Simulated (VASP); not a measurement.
The system is Si.

```xyz
2
Lattice="0.0000 2.7155 2.7155 2.7155 0.0000 2.7155 2.7155 2.7155 0.0000" Properties=species:S:1:pos:R:3 pbc="T T T"
Si    0.0000    0.0000    0.0000
Si    1.3578    1.3578    1.3578
```

Base run:

| Quantity | Value |
| --- | --- |
| Program | VASP 6.6.1 |
| Functional | r2SCAN |
| Potentials or basis | VASP PAW PBE potentials, release 64 (Si) |
| Cutoff | 520 eV |
| k mesh | 20 × 20 × 20 |
| Occupations | fermi-dirac, width 0.02 eV |
| Spin | no spin polarisation |

Its results: band gap on the k mesh 0.78 eV, indirect (least direct gap 2.76 eV); pressure 0.5 GPa.

Question: The run is repeated on the same cell with these changes: functional from r2SCAN to PBEsol. What comes out?

Answer: Band gap on the k mesh 0.47 eV, indirect (least direct gap 2.52 eV); pressure 0.2 GPa.

r2SCAN gives the wider gap, since meta-GGAs in the generalised Kohn-Sham scheme recover part of the derivative discontinuity.

Caveats: the PAW data sets were made with another functional, which shifts forces and pressure a little.

A k mesh can miss the band edges.

Not every run made on this cell is shown here.
